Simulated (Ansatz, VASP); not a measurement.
GaP: VASP beside Ansatz

The input INCAR:

```
SYSTEM = GaP
PREC     = Accurate       ! precision mode
ENCUT    = 520            ! plane-wave cutoff, eV
EDIFF    = 1E-7           ! SCF threshold, eV
ISMEAR   = -1             ! smearing method
SIGMA    = 0.05           ! smearing width, eV
LREAL    = .FALSE.        ! projectors in reciprocal space
LASPH    = .TRUE.         ! aspherical terms in the spheres
NELM     = 60             ! most SCF steps
ALGO     = Normal         ! electronic algorithm
ISIF     = 2              ! what is computed and relaxed
LWAVE    = .FALSE.        ! write WAVECAR
LCHARG   = .FALSE.        ! write CHGCAR
GGA      = PS             ! functional
NBANDS   = 16             ! bands
```

Contents of KPOINTS:

```
regular mesh
0
G
  8 8 8
  0 0 0
```

Contents of POSCAR:

```
GaP
1.0
    0.0000000000      2.7252500000      2.7252500000
    2.7252500000      0.0000000000      2.7252500000
    2.7252500000      2.7252500000      0.0000000000
Ga P
1 1
Direct
    0.0000000000      0.0000000000      0.0000000000
    0.7500000000      0.7500000000      0.7500000000
```

The input input.yaml:

```yaml
crystal:
  lattice:
    - [0.0, 2.72525, 2.72525]
    - [2.72525, 0.0, 2.72525]
    - [2.72525, 2.72525, 0.0]
  atoms:
    - { symbol: Ga, position: [0.0, 0.0, 0.0] }
    - { symbol: P, position: [0.75, 0.75, 0.75] }
hamiltonian:
  xc: pbesol
  pseudopotentials: { kind: paw }
kpoints:
  mp_grid: { grid: [8, 8, 8] }
scf:
  occupations: { method: fermi_dirac, width: 0.05 }
output:
  forces: true
  stress: true
  eigenvalues: true
  write_density: true
  write_potential: true
  elf: true
  volumetric_format: npy
```

Alike in both runs: task single point; functional PBEsol; k mesh 8 × 8 × 8; occupations fermi-dirac, width 0.05 eV; no spin polarisation.

```csv
,VASP,Ansatz
version,VASP 6.6.1,Ansatz 0.2.0
potentials or method,"VASP PAW PBE potentials, release 64 (Ga_d, P)",Ansatz PAW
plane-wave cutoff (eV),520,420
valence electrons in the cell,18,18
```

```csv
,VASP,Ansatz,Ansatz less VASP
gap on the k mesh at the Fermi level (eV),1.52,1.51,-0.003
least direct gap on the mesh (eV),1.75,1.74,-0.007
pressure (GPa),-0.6,-0.6,+0.05
```

The functional is the same, so the differences come from potentials, cutoffs and numerics.

Caveats: the PAW data sets were made with another functional, which shifts forces and pressure a little (VASP); the PAW data sets come from PBE, with cores solved anew for the run's functional, which leaves a small shift of forces and pressure (Ansatz). A k mesh can miss the band edges.
